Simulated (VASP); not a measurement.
Os: single point with PBEsol

Slab: Os, a slab with vacuum.

```xyz
4
Lattice="2.7014 0.0000 0.0000 -1.3507 2.3395 0.0000 0.0000 0.0000 23.6170" Properties=species:S:1:pos:R:3 pbc="T T T"
Os    1.3507    0.7798    8.5000
Os    0.0000    1.5596   10.7057
Os    0.0000    0.0000   12.9331
Os    1.3507    0.7798   15.0495
```

The slab is cut from a database's or a generator's crystal, which needn't be the stable form of the element.

The cell isn't the ideal one: clean slab, lower half held.

- Program: VASP 6.6.1
- Task: single point
- Functional: PBEsol
- Potentials or basis: VASP PAW PBE potentials, release 64 (Os)
- Cutoff: 520 eV
- k mesh: 12 × 12 × 1
- Occupations: gaussian, width 0.1 eV
- Spin: no spin polarisation

The largest force is 1.038 eV/Å and the band gap on the k mesh is none (metal or under the smearing width).

Forces in eV/Å, atoms in the order of the input:
```
Os   0.000  0.000  1.007
Os   0.000  0.000 -1.038
Os   0.000  0.000  0.013
Os   0.000  0.000  0.018
```

Levels at points of the mesh, in eV from the Fermi level:
```
           k point  band 12  band 13  band 14  band 15  band 16  band 17  band 18  band 19  band 20  band 21
(0.00, 0.00, 0.00)    -2.47    -2.47    -2.24    -2.24    -0.66    -0.08    -0.08     0.10     0.10     0.24
(0.50, 0.00, 0.00)    -1.54     0.28     0.49     0.68     1.96     1.98     2.41     2.65     3.01     3.09
```

Wall time 2.7 min on 1 thread of Intel(R) Xeon(R) Platinum 8259CL CPU @ 2.50GHz (Skylake/Cascade Lake) (shared host), peak memory 0.27 GiB.

Caveat: the PAW data sets were made with another functional, which shifts forces and pressure a little. The run has no spin-orbit coupling, so splittings on Os are missing.
